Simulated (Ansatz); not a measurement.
# Al2O3 (P-3m1) in Ansatz: further runs

The runs below take Al2O3 through relaxation of cell and atoms, with PBE+D4, PBE.

All numbers are computed with Ansatz 0.2.0; they aren't measurements. Logs are shortened: lines on timing, memory, paths and dates and some standing lists are left out, and cuts for length are marked.

## (1) Starting point

It takes space group P-3m1 (No. 164, trigonal). Conventional cell: a = 3.017 Å, b = 3.017 Å, c = 7.575 Å, α = 90.00°, β = 90.00°, γ = 120.00°. Al (site symmetry 3m) is surrounded by 4 O at 1.68 to 1.84 Å. O (site symmetry -3m) is surrounded by 2 Al at 1.68 Å. Around O (site symmetry 3m) lie 3 Al at 1.84 Å.

Measurements of this composition are mostly on another form, of space group No. 167.

## (2) Relaxation of cell and atoms, PBE+D4

input.yaml

```yaml
crystal:
  lattice:
    - [3.017482544, 0.0, 0.0]
    - [-1.508741272, 2.6132165386, 0.0]
    - [0.0, 0.0, 7.5746360022]
  atoms:
    - { symbol: Al, position: [0.0, 0.0, 0.722049] }
    - { symbol: Al, position: [0.0, 0.0, 0.277951] }
    - { symbol: O, position: [0.0, 0.0, 0.5] }
    - { symbol: O, position: [0.6666666667, 0.3333333333, 0.800546] }
    - { symbol: O, position: [0.3333333333, 0.6666666667, 0.199454] }
hamiltonian:
  xc: pbe
  pseudopotentials: { kind: paw }
  dispersion: d4
kpoints:
  mp_grid: { grid: [7, 7, 3] }
scf:
  occupations: { method: fermi_dirac, width: 0.05 }
output:
  forces: true
  stress: true
  eigenvalues: true
relax:
  f_tol: 0.01
  max_steps: 40
  cell: { stress_tol: 0.05 }
```

Potentials or basis: Ansatz PAW.

Launch:

```sh
$ ansatz run input.yaml --threads 2 --pin off --max-ram 5632MiB --backend cpu --events-out ev --progress --plain --runs-dir out
```

What it wrote:

```text
Warning: RAYON_NUM_THREADS=2 ignored (pool sized by the plan → 2); use --threads N
Engine: ansatz 0.2.0, aarch64-unknown-linux-gnu
Pseudopotentials: kind: paw
Pseudopotential: Al, paw, valence charge 3, recommended cutoff 420 eV (normal), Al.paw.azcp
Pseudopotential: O, paw, valence charge 6, recommended cutoff 420 eV (normal), O.paw.azcp
Functional definition: PBE
  parameter kappa = 0.804
  parameter beta = 0.06672455060314922
  exchange = pbe_x(kappa = kappa, mu = beta*pi^2/3)
  correlation = pbe_c(beta = beta)
Crystal: 5 atoms, lattice volume = 59.729 Å³
Basis set: ecut = 420 eV, 1165 PW (Γ), exchange–correlation on 48×48×108 points (8 copies of the dense FFT grid, shifted against one another)
Bands: 17, of which v1, the nominal top of the filled ones, is band 12 counted from 1 (11 counted from 0)
Symmetry: 12 space group operations
Space group: P-3m1 (ITA 164), of the structure as read, at distance tolerance 3.9e-5 Å
k-points: 20 of 147
Non-local potential: Al, projectors of the file, l = 0: 2, l = 1: 2, l = 2: 1
Non-local potential: O, projectors of the file, l = 0: 2, l = 1: 2, l = 2: 1
PAW form: soft (Blöchl's): semilocal exchange-correlation on the pseudo side does not see the compensation charge
PAW one-centre angular grid: Al, 110 points (default); XC on 64 Gauss nodes
PAW one-centre angular grid: O, 110 points (default); XC on 64 Gauss nodes
Initial density: superposition of atomic densities (neutral atoms: chi_scale 0, normalization atom), corrected by the library's trained network
Initial wavefunctions: pseudopotential atomic-orbital guess
Functional: x = pbe(κ = 0.804, μ = 0.2195149727645171), c = pbe(β = 0.06672455060314922)
SCF iter   1: F=—  HF=-2784.605676 eV  |F-HF|=—  |Δ(HF+E_count)|=         —  Δρ=1.87e-3  dr2=4.24e-3  ethr=1.77e-3  ⟨swp⟩=6.0  Hψ=2004  notcnv=0
preconditioner: auto → none  [insulator: Δε(μ)=2.386 eV  Ē_g=15.032 eV  σ=0.050 eV  W_gap=1.00  n_scr=4 (ndim 8)  ℏωp=23.5 eV  f_vac=0.037  D(μ)=0.00/eV (n_scr^D=0)  ε∞_Penn≈3.5]
SCF iter   2: F=—  HF=-2784.605802 eV  |F-HF|=—  |Δ(HF+E_count)|=   1.26e-4  Δρ=1.72e-3  dr2=1.20e-3  ethr=1.77e-5  ⟨swp⟩=2.4  Hψ=776  notcnv=0  defer=13
SCF iter   3: F=—  HF=-2784.605812 eV  |F-HF|=—  |Δ(HF+E_count)|=   1.02e-5  Δρ=6.91e-4  dr2=2.11e-4  ethr=5.01e-6  ⟨swp⟩=2.1  Hψ=491  notcnv=0  defer=13
SCF iter   4: F=—  HF=-2784.605898 eV  |F-HF|=—  |Δ(HF+E_count)|=   8.63e-5  Δρ=3.17e-4  dr2=3.39e-5  ethr=8.78e-7  ⟨swp⟩=2.2  Hψ=449  notcnv=0  defer=13
SCF iter   5: F=—  HF=-2784.606100 eV  |F-HF|=—  |Δ(HF+E_count)|=   2.02e-4  Δρ=9.45e-5  dr2=2.87e-6  ethr=1.41e-7  ⟨swp⟩=2.0  Hψ=521  notcnv=0  defer=13
SCF iter   6: F=—  HF=-2784.606103 eV  |F-HF|=—  |Δ(HF+E_count)|=   2.69e-6  Δρ=2.32e-5  dr2=1.23e-7  ethr=1.20e-8  ⟨swp⟩=2.0  Hψ=479  notcnv=0  defer=13
SCF iter   7: F=-2784.606103 eV  HF=-2784.606103 eV  |F-HF|=1.03e-8  |Δ(HF+E_count)|=   2.78e-7  Δρ=4.38e-6  dr2=6.97e-9  ethr=4.17e-10  ⟨swp⟩=8.0  Hψ=1609  notcnv=0
SCF 1 converged in 7 iterations: F = -2784.606103 eV  dr2 = 6.97e-9
relax step   1: F+E_penalty+E_count = -2784.60610311 eV  Δ(F+E_penalty+E_count) = +0.000e0 eV  max|allowed force component| = 1.492e-1 eV/Å  Δτ_max = 0.0000 Å  P = -3.258 GPa  Ω = 59.729 Å³  (7 SCF iters, dr2 threshold 1.00e-7 eV, accepted)
Crystal: 5 atoms, lattice volume = 58.084 Å³
Basis set: ecut = 420 eV, 1081 PW (Γ), exchange–correlation on 48×48×108 points (8 copies of the dense FFT grid, shifted against one another)
Initial density: handed on by an earlier stage of this run
Initial wavefunctions: those handed on with the density
iter 1 solved again at ethr=4.55e-5 eV; its pass at ethr=3.10e-3 eV (dr2=1.09e-2 eV) is discarded
SCF iter   1: F=—  HF=-2784.623488 eV  |F-HF|=—  |Δ(HF+E_count)|=         —  Δρ=5.49e-3  dr2=1.14e-2  ethr=4.55e-5  ⟨swp⟩=1.0  Hψ=2161  notcnv=0
preconditioner: auto → none  [insulator: Δε(μ)=2.412 eV  Ē_g=15.166 eV  σ=0.050 eV  W_gap=1.00  n_scr=4 (ndim 8)  ℏωp=23.9 eV  f_vac=0.007  D(μ)=0.00/eV (n_scr^D=0)  ε∞_Penn≈3.5]
SCF iter   2: F=—  HF=-2784.622404 eV  |F-HF|=—  |Δ(HF+E_count)|=   1.08e-3  Δρ=2.53e-3  dr2=1.45e-3  ethr=4.55e-5  ⟨swp⟩=2.0  Hψ=546  notcnv=0
SCF iter   3: F=—  HF=-2784.622828 eV  |F-HF|=—  |Δ(HF+E_count)|=   4.24e-4  Δρ=8.17e-4  dr2=1.74e-4  ethr=6.06e-6  ⟨swp⟩=2.1  Hψ=542  notcnv=0
SCF iter   4: F=—  HF=-2784.623338 eV  |F-HF|=—  |Δ(HF+E_count)|=   5.10e-4  Δρ=9.29e-5  dr2=3.72e-6  ethr=7.25e-7  ⟨swp⟩=2.1  Hψ=515  notcnv=0
iter 5 did not close the SCF: its close was put off for the readings that it lacked (scf_convergence_deferred on its scf_iter line)
SCF iter   5: F=-2784.623341 eV  HF=-2784.623341 eV  |F-HF|=1.37e-7  |Δ(HF+E_count)|=   2.87e-6  Δρ=2.21e-5  dr2=2.00e-7  ethr=1.55e-8  ⟨swp⟩=2.1  Hψ=537  notcnv=0
[... 53 lines left out ...]
preconditioner: auto → none  [insulator: Δε(μ)=2.435 eV  Ē_g=15.243 eV  σ=0.050 eV  W_gap=1.00  n_scr=4 (ndim 8)  ℏωp=24.0 eV  f_vac=0.017  D(μ)=0.00/eV (n_scr^D=0)  ε∞_Penn≈3.5]
SCF iter   2: F=—  HF=-2784.622363 eV  |F-HF|=—  |Δ(HF+E_count)|=   4.63e-4  Δρ=7.10e-5  dr2=1.18e-6  ethr=2.56e-8  ⟨swp⟩=2.0  Hψ=540  notcnv=0
SCF iter   3: F=—  HF=-2784.622362 eV  |F-HF|=—  |Δ(HF+E_count)|=   3.17e-8  Δρ=3.05e-5  dr2=2.91e-7  ethr=4.92e-9  ⟨swp⟩=2.0  Hψ=540  notcnv=0
SCF iter   4: F=—  HF=-2784.622363 eV  |F-HF|=—  |Δ(HF+E_count)|=   2.86e-8  Δρ=1.21e-5  dr2=6.78e-8  ethr=1.21e-9  ⟨swp⟩=2.1  Hψ=484  notcnv=0
SCF iter   5: F=-2784.622363 eV  HF=-2784.622363 eV  |F-HF|=1.00e-9  |Δ(HF+E_count)|=   6.25e-9  Δρ=3.32e-6  dr2=2.95e-9  ethr=6.55e-11  ⟨swp⟩=2.9  Hψ=1274  notcnv=0
SCF 7 converged in 5 iterations: F = -2784.622363 eV  dr2 = 2.95e-9
relax step   7: F+E_penalty+E_count = -2784.62236250 eV  Δ(F+E_penalty+E_count) = +1.094e-4 eV  max|allowed force component| = 2.233e-4 eV/Å  Δτ_max = 0.0010 Å  P = +0.000 GPa  Ω = 57.547 Å³  energy of the carried Pulay correction = +1.028e-3 eV  (5 SCF iters, dr2 threshold 1.57e-8 eV, accepted)
iter 1 solved again at ethr=1.02e-7 eV; its pass at ethr=3.10e-3 eV (dr2=2.45e-5 eV) is discarded
SCF iter   1: F=—  HF=-2784.622015 eV  |F-HF|=—  |Δ(HF+E_count)|=         —  Δρ=4.29e-5  dr2=1.68e-7  ethr=1.02e-7  ⟨swp⟩=3.1  Hψ=2929  notcnv=0
preconditioner: auto → none  [insulator: Δε(μ)=2.436 eV  Ē_g=15.243 eV  σ=0.050 eV  W_gap=1.00  n_scr=4 (ndim 8)  ℏωp=24.0 eV  f_vac=0.015  D(μ)=0.00/eV (n_scr^D=0)  ε∞_Penn≈3.5]
SCF iter   2: F=—  HF=-2784.621554 eV  |F-HF|=—  |Δ(HF+E_count)|=   4.61e-4  Δρ=2.12e-5  dr2=4.33e-8  ethr=6.98e-10  ⟨swp⟩=2.2  Hψ=584  notcnv=0
SCF iter   3: F=—  HF=-2784.621554 eV  |F-HF|=—  |Δ(HF+E_count)|=   9.10e-8  Δρ=9.83e-6  dr2=7.74e-9  ethr=1.80e-10  ⟨swp⟩=2.7  Hψ=585  notcnv=0
SCF iter   4: F=—  HF=-2784.621554 eV  |F-HF|=—  |Δ(HF+E_count)|=   2.74e-8  Δρ=3.02e-6  dr2=3.68e-9  ethr=3.23e-11  ⟨swp⟩=2.0  Hψ=577  notcnv=0
SCF iter   5: F=—  HF=-2784.621554 eV  |F-HF|=—  |Δ(HF+E_count)|=  6.26e-10  Δρ=5.87e-7  dr2=1.81e-10  ethr=1.53e-11  ⟨swp⟩=2.0  Hψ=484  notcnv=0
SCF iter   6: F=-2784.621554 eV  HF=-2784.621554 eV  |F-HF|=1.14e-11  |Δ(HF+E_count)|=  2.09e-11  Δρ=2.75e-7  dr2=1.88e-11  ethr=1.00e-12  ⟨swp⟩=4.5  Hψ=1112  notcnv=0
SCF 8 converged in 6 iterations: F = -2784.621554 eV  dr2 = 1.88e-11
relax step   8: F+E_penalty+E_count = -2784.62155412 eV  Δ(F+E_penalty+E_count) = +8.084e-4 eV  max|allowed force component| = 2.693e-4 eV/Å  Δτ_max = 0.0000 Å  P = -0.016 GPa  Ω = 57.547 Å³  stress off target by 3.82e-2 GPa  SCF on the basis re-selected at this cell (its energy is not comparable with the rows above)  (6 SCF iters)
basis re-selected at this cell: Δ(F+E_penalty+E_count) = +8.084e-4 eV, ΔP = -0.016 GPa vs the last step (what re-selecting the basis moved, of the pressure what is left beyond the Pulay correction that the steps carried, after the strain that the cell walked since its last selection, with what the two solves' SCF thresholds leave and, on support functions, any second-order correction that the steps lacked; it is no measure of the basis error at this ecutwfc). This SCF's stress stands 3.82e-2 GPa from its target on what of the cell is left free (relax.cell.stress_tol is 5.00e-2 GPa) and its largest allowed force component is 2.69e-4 eV/Å (relax.f_tol is 1.00e-2 eV/Å): within both
SCF converged after 6 iterations
Free energy (F): -2784.621554 eV
Harris-Foulkes:  -2784.621554 eV  (|F-HF|=1.14e-11)
Internal energy: -2784.621554 eV  (E = F + TS)
E sigma→0 (E₀):  -2784.621554 eV
Fermi energy:    6.643975 eV
--- Per-component energies (eV) ---
  E_band       = -50.084225
  E_kinetic    = 583.997179
  E_local      = -1281.204075  (includes V_loc(G=0)·N_el)
  E_nonlocal   = 163.903455
  E_hartree    = 472.138423
  E_xc         = -303.768622
  E_vxc        = -344.107630  (∫ρ·V_xc dr)
  E_paw        = -1411.275408  (= ΣΔE_a)
  E_vpaw       = -116.957636  (= ΣTr[D̂ρ^β])
  E_aug_tail   = 0.007581  (compensation charges beyond the density's cutoff)
  E_ewald      = -1007.378251
  E_disp       = -1.041837  (pairwise vdW)
  E_smearing   = -0.000000  (= −TS)
  E_closure    = -0.000000  (closes the sum)
  Σ components = -2784.621554   (vs F -2784.621554, Δ=0.00e0)
--- Forces (eV/Å), atoms counted from 1 ---
  atom   1  Al     0.00000000    -0.00000000    -0.00012249
  atom   2  Al     0.00000000     0.00000000     0.00012249
  atom   3  O     -0.00000000    -0.00000000     0.00000000
  atom   4  O      0.00000000     0.00000000     0.00026930
  atom   5  O     -0.00000000    -0.00000000    -0.00026930
  max |Σ_I F_I| component: 4.63e-18 eV/Å
--- Stress (GPa, compression-positive) ---
       -0.004608      -0.000000       0.000000
       -0.000000      -0.004608       0.000000
        0.000000       0.000000      -0.038193
  P = ⅓ Tr σ = -0.0158 GPa (-0.158 kbar)
--- Band table (eV; the first three rows and the last of 20) ---
  k-point 0: bands = ["-14.3544", "-14.1260", "-11.5582", "-0.5202", "0.7258", "1.6148", "1.6148", "1.6376", "1.6376", "3.0513", "5.3724", "5.3724", "7.8083", "9.8927", "12.9163", "16.0817", "16.4988"]
  k-point 1: bands = ["-14.3009", "-14.1868", "-11.5474", "-0.7540", "1.3570", "1.6101", "1.6101", "1.6413", "1.6413", "2.5190", "5.3716", "5.3716", "8.3428", "9.3564", "13.3895", "14.8008", "17.5566"]
  k-point 2: bands = ["-14.1947", "-13.9872", "-11.4736", "-0.4902", "0.7002", "0.9814", "1.0503", "1.4660", "1.5281", "3.0464", "4.7777", "5.2747", "8.8656", "10.5690", "12.9235", "15.2227", "16.5582"]
  k-point 19: bands = ["-13.2917", "-13.2713", "-11.0635", "-1.4250", "-1.0645", "-0.4231", "-0.2281", "1.5289", "1.7369", "2.1652", "3.7701", "4.0802", "11.8431", "12.2966", "13.0336", "15.3758", "16.0579"]
--- Relaxed structure (6 steps of the walk, 6 accepted, 2 SCFs on fresh bases) ---
  F+E_penalty+E_count = -2784.62155412 eV   max|allowed force component| = 2.693e-4 eV/Å   (the final SCF, on the basis selected at the relaxed cell)
  cell:  # Å, volume = 57.5471 Å³
    - [2.994367613271981, -1.635374769233614e-32, -1.131488211174171e-17]
    - [-1.4971838066359906, 2.593198421362913, 5.6574410558708545e-18]
    - [-2.840318449375625e-17, -3.6822397813522926e-32, 7.41110226022706]
  atoms:
    - { symbol: Al, position: [1.175339574368906e-18, -2.566281232911805e-32, 0.725701302662706] }
    - { symbol: Al, position: [-1.175339574368898e-18, 2.4059846188660995e-32, 0.27429869733729406] }
    - { symbol: O, position: [-2.311115933264683e-33, -5.281804140969618e-34, 0.5] }
    - { symbol: O, position: [0.6666666666666669, 0.3333333333333333, 0.8059843049336433] }
    - { symbol: O, position: [0.33333333333333337, 0.6666666666666669, 0.19401569506635688] }
```

It took 9.2 s on 2 threads of Arm Neoverse V1, shared host; peak memory 0.31 GiB.

What came out:

```
Free energy                            : -2784.6216 eV
Relaxed volume                         : 11.51 Å³/atom
Relaxed cell                           : a = 2.994 Å, b = 2.994 Å, c = 7.411 Å, α = 90.00°, β = 90.00°, γ = 120.00°
Space group after relaxing (to 0.05 Å) : P-3m1 (No. 164)
Energy gained by relaxing              : 3.1 meV/atom
Ionic steps                            : 8
Pressure after relaxing                : 0.0 GPa
Band gap on the k mesh                 : 2.44 eV, direct
```

The path:
```csv
step,energy change (eV),largest force (eV/Å),volume (Å³)
1,0.0000,0.1492,59.73
2,-0.0172,0.1249,58.08
3,-0.0208,0.0553,57.88
4,-0.0212,0.0050,57.82
5,-0.0150,0.0051,57.82
6,-0.0164,0.0091,57.52
7,-0.0163,0.0002,57.55
8,-0.0155,0.0003,57.55
```

Final structure:
```cif
data_structure
_symmetry_space_group_name_H-M 'P 1'
_symmetry_Int_Tables_number 1
_cell_length_a 2.9944
_cell_length_b 2.9944
_cell_length_c 7.4111
_cell_angle_alpha 90.000
_cell_angle_beta 90.000
_cell_angle_gamma 120.000
_cell_volume 57.55
loop_
_atom_site_label
_atom_site_type_symbol
_atom_site_fract_x
_atom_site_fract_y
_atom_site_fract_z
_atom_site_occupancy
Al1 Al 0.00000 0.00000 0.72570 1
Al2 Al 0.00000 0.00000 0.27430 1
O1 O 0.00000 0.00000 0.50000 1
O2 O 0.66667 0.33333 0.80598 1
O3 O 0.33333 0.66667 0.19402 1
```

Caveat: odd divisions of the mesh miss points on the zone boundary, where band edges often lie, so the gap on the mesh can be too wide; the plane-wave basis is chosen anew once the cell has moved, so the energies of steps on either side of that aren't comparable; the pressure holds a Pulay correction of +0.6 GPa for the finite cutoff.

## (3) Relaxation of cell and atoms, PBE

Changes to input.yaml since step 2:

```diff
@@ -14,3 +14,2 @@
   pseudopotentials: { kind: paw }
-  dispersion: d4
 kpoints:
@@ -23,2 +22,6 @@
   eigenvalues: true
+  write_density: true
+  write_potential: true
+  elf: true
+  volumetric_format: npy
 relax:
```

Potentials or basis: Ansatz PAW.

Launch:

```sh
$ ansatz run input.yaml --threads 2 --pin off --max-ram 5632MiB --backend cpu --events-out ev --progress --plain --runs-dir out
```

Run time: 21 s. Hardware: 2 threads of Arm Neoverse V1, shared host; peak memory 0.33 GiB.

Results (log left out):

```
Free energy                            : -2783.6264 eV
Relaxed volume                         : 13.21 Å³/atom
Relaxed cell                           : a = 3.013 Å, b = 3.013 Å, c = 8.403 Å, α = 90.00°, β = 90.00°, γ = 120.00°
Space group after relaxing (to 0.05 Å) : P-3m1 (No. 164)
Energy gained by relaxing              : 4.9 meV/atom
Ionic steps                            : 19
Pressure after relaxing                : 0.0 GPa
Band gap on the k mesh                 : 2.41 eV, direct
```

Step by step:
```tsv
step	energy change (eV)	largest force (eV/Å)	volume (Å³)
1	0.0000	0.1243	59.73
2	-0.0048	0.0215	61.96
3	-0.0055	0.0010	61.88
4	-0.0178	0.0023	61.88
5	-0.0169	0.0213	62.83
6	-0.0150	0.0107	63.44
7	-0.0139	0.0022	63.71
8	-0.0228	0.0036	63.71
9	-0.0209	0.0110	64.46
10	-0.0197	0.0035	64.78
11	-0.0241	0.0042	64.78
12	-0.0228	0.0034	65.20
13	-0.0220	0.0028	65.44
14	-0.0244	0.0032	65.44
15	-0.0231	0.0012	65.86
16	-0.0243	0.0011	65.86
17	-0.0234	0.0014	66.14
18	-0.0237	0.0001	66.06
19	-0.0247	0.0001	66.06
```

Final structure:
```cif
data_structure
_symmetry_space_group_name_H-M 'P 1'
_symmetry_Int_Tables_number 1
_cell_length_a 3.0129
_cell_length_b 3.0129
_cell_length_c 8.4027
_cell_angle_alpha 90.000
_cell_angle_beta 90.000
_cell_angle_gamma 120.000
_cell_volume 66.06
loop_
_atom_site_label
_atom_site_type_symbol
_atom_site_fract_x
_atom_site_fract_y
_atom_site_fract_z
_atom_site_occupancy
Al1 Al 0.00000 0.00000 0.69970 1
Al2 Al 0.00000 0.00000 0.30030 1
O1 O 0.00000 0.00000 0.50000 1
O2 O 0.66667 0.33333 0.77035 1
O3 O 0.33333 0.66667 0.22965 1
```

Levels at points of the mesh, in eV from the valence-band top:
```tsv
k point	band 10	band 11	band 12	band 13	band 14	band 15
(0.00, 0.00, 0.00)	-2.60	0.00	0.00	2.41	4.03	6.75
```

Caveat: odd divisions of the mesh miss points on the zone boundary, where band edges often lie, so the gap on the mesh can be too wide; the plane-wave basis is chosen anew once the cell has moved, so the energies of steps on either side of that aren't comparable; the pressure holds a Pulay correction of +0.5 GPa for the finite cutoff. A k mesh can miss the band edges.

[end of part 1 of 3]
